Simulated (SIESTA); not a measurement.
# ZnO (zincite) in SIESTA: the effect of basis

Crystal: ZnO (zincite).

```
CELL_PARAMETERS angstrom
3.24931 0.00000 0.00000
-1.62465 2.81398 0.00000
0.00000 0.00000 5.20571
ATOMIC_POSITIONS crystal
Zn 0.66667 0.33333 0.00000
Zn 0.33333 0.66667 0.50000
O 0.33333 0.66667 0.87901
O 0.66667 0.33333 0.37901
```

Alike in all runs:

| Item | Value |
| --- | --- |
| Program | SIESTA 5.4.2 |
| Task | band structure |
| Functional | PBE |
| Potentials or basis | PseudoDojo 0.4 standard (PBE files) |
| Grid cutoff | 800 Ry |
| Energy shift | 0.003 Ry |
| k mesh | 9 × 9 × 5 |
| Occupations | fermi-dirac, width 0.05 eV |
| Spin | no spin polarisation |

```tsv
basis	gap on the mesh (eV)	pressure (GPa)	largest force (eV/Å)
SZP	2.42	5.5	0.11
DZP	1.01	5.7	0.09
DZDP	1.06	6.0	0.09
TZP	?	?	?
TZDP	1.06	5.5	0.07
```

Task: What does the run with basis TZP give?

Result: gap on the mesh 1.01 eV; pressure 5.1 GPa; largest force 0.08 eV/Å.

Caveats: short orbitals over semicore shells can move pressures by several GPa; the valence orbitals were made in a potential fitted to the semicore shell under them, which widens gaps by tenths of an eV or more; the basis of atomic orbitals isn't converged, which shifts pressures, moduli and gaps; the mesh misses the band edges, which the band path finds closer together (some runs).
